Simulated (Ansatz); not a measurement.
Something may be wrong with this Ansatz 0.2.0 calculation of Pd.

The input input.yaml:

```yaml
crystal:
  lattice:
    - [0.0, 1.86864, 1.9465]
    - [1.86864, 0.0, 1.9465]
    - [1.86864, 1.86864, 0.0]
  atoms:
    - { symbol: Pd, position: [0.0, 0.0, 0.0] }
hamiltonian:
  xc: pbe
  pseudopotentials: { kind: paw }
  hubbard: { sites: [{ species: Pd, l: f, u_eff: 30.0 }] }
kpoints:
  mp_grid: { grid: [10, 10, 10] }
  band_path:
    path:
      - [[0.0, 0.0, 0.0], [-0.5, 0.0, -0.5], [-0.5, -0.2304, -0.7304], [-0.3652, -0.3652, -0.7304], [0.0, 0.0, 0.0], [0.5, 0.5, 0.0], [0.3652, 0.3652, -0.2696], [0.0, 0.0, -0.5], [-0.25, 0.25, -0.5], [0.2304, 0.5, -0.2696], [0.5, 0.5, 0.0]]
      - [[-0.5, 0.0, -0.5], [-0.25, 0.25, -0.5]]
    npoints: 14
scf:
  occupations: { method: fermi_dirac, width: 0.05 }
  n_extra_bands: 6
  max_iter: 50
output:
  forces: true
  stress: true
  eigenvalues: true
  fatbands: false
```

Potentials or basis: Ansatz PAW.

Run with:

```console
$ ansatz run input.yaml --threads 2 --pin off --max-ram 5632MiB --backend cpu --events-out ev --progress --plain --runs-dir out
```

Output:

```text
Error: inconsistent input (hamiltonian.hubbard.sites[].l, hamiltonian.hubbard.sites[].shell): the file of Pd doesn't list 4f, and it can't be added: PBE doesn't bind the shell 4f of the free atom, whose level lies at +1.11 eV. Type an atom or ion with it (hamiltonian.pseudopotentials.projection_atoms), take another file or name another shell
```

Task: How did it end, and where is the flaw?

Result: The input was rejected before any iteration. The input holds a flaw that was put in on purpose: a U on a shell that isn't there (hamiltonian.hubbard = {"sites": [{"species": "Pd", "l": "f", "u_eff": 30.0}]}).
